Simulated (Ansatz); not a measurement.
N (P4_2/mnm) from a database structure, relaxed with r2SCAN+rVV10. It is tetragonal, P4_2/mnm (No. 136); conventional cell a = 3.961 Å, c = 5.133 Å, 20.13 Å³ an atom. Around N lie 1 N at 1.09 Å.

```xyz
4
Lattice="3.9610 0.0000 0.0000 0.0000 3.9610 0.0000 0.0000 0.0000 5.1332" Properties=species:S:1:pos:R:3 pbc="T T T"
N     3.5744    3.5744    0.0000
N     2.3671    1.5939    2.5666
N     0.3866    0.3866    0.0000
N     1.5939    2.3671    2.5666
```

5 runs of Ansatz 0.2.0 on this cell differ in the functional (and in the settings that go with it). Levels are in eV from each run's valence top; v1 is the last filled band, c1 the first empty one.

Run A, mean stress +2.7 GPa (compression positive):
```
point     v5     v3     v1    c1    c2    c3
    Γ  -1.46  -1.34  -0.23  6.85  7.90  8.31
    X  -1.72  -1.72  -0.27  8.07  8.07  8.08
    M  -1.89  -1.66  -0.05  7.79  7.79  8.95
```

Run B, mean stress -0.6 GPa (compression positive):
```
point     v5     v3     v1    c1    c2     c3
    Γ  -1.21  -1.20  -0.25  8.63  9.81  10.25
    X  -1.50  -1.47  -0.26  9.98  9.98   9.99
    M  -1.66  -1.40  -0.06  9.65  9.65  10.98
```

Run C, mean stress -4.3 GPa (compression positive):
```
point     v5     v3     v1     c1     c2     c3
    Γ  -1.32  -0.52  -0.32  14.14  15.69  16.26
    X  -0.96  -0.82  -0.22  15.80  15.80  15.87
    M  -1.05  -0.75  -0.11  15.39  15.39  17.23
```

Run D, mean stress -0.3 GPa (compression positive):
```
point     v5     v3     v1     c1     c2     c3
    Γ  -1.25  -1.08  -0.26   9.92  11.18  11.66
    X  -1.39  -1.35  -0.26  11.34  11.34  11.37
    M  -1.55  -1.28  -0.07  11.00  11.00  12.43
```

Run E, mean stress +0.3 GPa (compression positive):
```
point     v5     v3     v1    c1    c2    c3
    Γ  -1.34  -1.21  -0.24  7.49  8.59  9.01
    X  -1.62  -1.60  -0.26  8.77  8.77  8.77
    M  -1.78  -1.54  -0.06  8.46  8.46  9.69
```

Task: Match the runs to PBE, r2SCAN, r2SCANh, DDH-PBE0, PBE0.

Result: A is PBE, B is r2SCANh, C is DDH-PBE0, D is PBE0, E is r2SCAN. In order of the gap: PBE 6.85, r2SCAN 7.49, r2SCANh 8.63, PBE0 9.92, DDH-PBE0 14.14 eV.

No spin polarisation and no zero-point or thermal motion.

The program warns that its thresholds are loose for a hybrid's stress.

The meshes of the hybrids are coarse, so their gaps aren't converged to the digits shown.
